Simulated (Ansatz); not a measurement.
Input of an Ansatz 0.2.0 run:

Contents of input.yaml:

```yaml
crystal:
  lattice:
    - [0.0, 1.9465, 1.9465]
    - [1.9465, 0.0, 1.9465]
    - [1.9465, 1.9465, 0.0]
  atoms:
    - { symbol: Pd, position: [0.0, 0.0, 0.0] }
hamiltonian:
  xc: r2scan
  pseudopotentials: { kind: paw }
  hubbard:
    sites: [{ species: Pd, l: d, u_eff: 5.3 }]
    projectors: ortho-atomic
    double_counting: fll
kpoints:
  mp_grid: { grid: [12, 12, 12] }
scf:
  occupations: { method: fermi_dirac, width: 0.1 }
output:
  forces: true
  stress: true
  eigenvalues: true
```

Potentials or basis: Ansatz PAW.

Command:

```sh
$ ansatz run input.yaml --threads 1 --pin off --max-ram 2560MiB --backend cpu --events-out ev --progress --plain --runs-dir out
```

(1) Predict the pressure.

(2) Estimate the band gap on the k mesh.

Results:

(1) 6.6 GPa.

(2) none (metal or under the smearing width).

Caveat: the pressure holds a Pulay correction of +0.3 GPa for the finite cutoff; U without spin polarisation on a metal has little footing; the PAW data sets come from PBE, with cores solved anew for the run's functional, which leaves a small shift of forces and pressure; the U is typed as a test and isn't derived for this compound.
